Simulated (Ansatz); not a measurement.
Consider ZnGeP₂ in the chalcopyrite structure (space group I-42d, No. 122; a = 5.424 Å, c = 10.710 Å). Axes: x, y, z lie along a, b, c of the conventional cell.

Method: plane-wave PAW DFT at the PBEsol level (Ansatz, an electronic-structure program, 420 eV), no spin-orbit coupling.

It is then changed as follows: uniaxial strain ε_xx = −2.25 %, all other strain components held at zero, atoms relaxed at fixed cell.

Problem. Predict the stress tensor and what it implies for the stiffness.

Solution. Stress of the strained cell less that of the base (GPa, compression positive):
```
   3.02    0.00    0.00
   0.00    1.46    0.00
   0.00    0.00    1.48
```

Then −Δσ_ii/ε with ε = -0.0225 gives secant stiffness values (nonlinear terms included at this strain): C11 ≈ 134 GPa, C12 ≈ 65 GPa and C13 ≈ 66 GPa.

As a check, the harmonic strain energy −½ V₀ Δσ:ε is 4.2 meV/atom; the computed energy rise is 4.1 meV/atom.

Whether these cells are dynamically stable was not tested.
